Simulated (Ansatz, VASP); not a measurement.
Two plane-wave programs on Al2Pt

Contents of INCAR:

```
SYSTEM = Al2Pt
  PREC = Accurate
  ENCUT = 520
  EDIFF = 1E-8
  ISMEAR = -1
  SIGMA = 0.08
  LREAL = .FALSE.
  LASPH = .TRUE.
  NELM = 100
  ALGO = Normal
  ISIF = 2
  LWAVE = .FALSE.
  LCHARG = .FALSE.
  LEFG = .TRUE.
  NBANDS = 15
```

File KPOINTS:

```
Automatic mesh
0
G
  12 12 12
  0 0 0
```

File POSCAR:

```
Al2Pt
1.0
    0.0000000000      2.9648173479      2.9648173479
    2.9648173479      0.0000000000      2.9648173479
    2.9648173479      2.9648173479      0.0000000000
Al Pt
2 1
Direct
    0.2500000000      0.2500000000      0.2500000000
    0.7500000000      0.7500000000      0.7500000000
    0.0000000000      0.0000000000      0.0000000000
```

Input for Ansatz:

```yaml
crystal:
  lattice:
    - [0.0, 2.9648173479, 2.9648173479]
    - [2.9648173479, 0.0, 2.9648173479]
    - [2.9648173479, 2.9648173479, 0.0]
  atoms:
    - { symbol: Al, position: [0.25, 0.25, 0.25] }
    - { symbol: Al, position: [0.75, 0.75, 0.75] }
    - { symbol: Pt, position: [0.0, 0.0, 0.0] }
kpoints:
  mp_grid: { grid: [12, 12, 12] }
scf:
  occupations: { method: fermi_dirac, width: 0.08 }
hamiltonian:
  xc: lda
  pseudopotentials: { kind: paw }
output:
  forces: true
  stress: true
  eigenvalues: true
  efg: { contact_densities: true }
```

Change from the starting cell: volume scaled by 1.01, PAW files.

Alike in both runs: task electric field gradients; functional LDA; k mesh 12 × 12 × 12; occupations fermi-dirac, width 0.08 eV; no spin polarisation.

|  | VASP | Ansatz |
| --- | --- | --- |
| version | VASP 6.6.1 | Ansatz 0.2.0 |
| potentials or method | VASP PAW LDA potentials, release 64 (Al, Pt) | PAW with Ansatz's default frozen-core files, scalar-relativistic |
| plane-wave cutoff (eV) | 520 | 420 |
| valence electrons in the cell | 16 | 24 |

Ansatz gave:

| Property | Result |
| --- | --- |
| pressure (GPa) | -5.2 |
| Vzz of the field gradient on the site that differs most (V/Å²) | 0.0 |

**Question.** Estimate VASP's values.

**Answer.** Pressure (GPa): -4.9; Vzz of the field gradient on the site that differs most (V/Å²): 0.0.

The two sets of potentials don't hold the same shells in valence. Ansatz warned: «gradients_without_spin_orbit».

Spin-orbit coupling is left out, which matters for the levels of Pt.
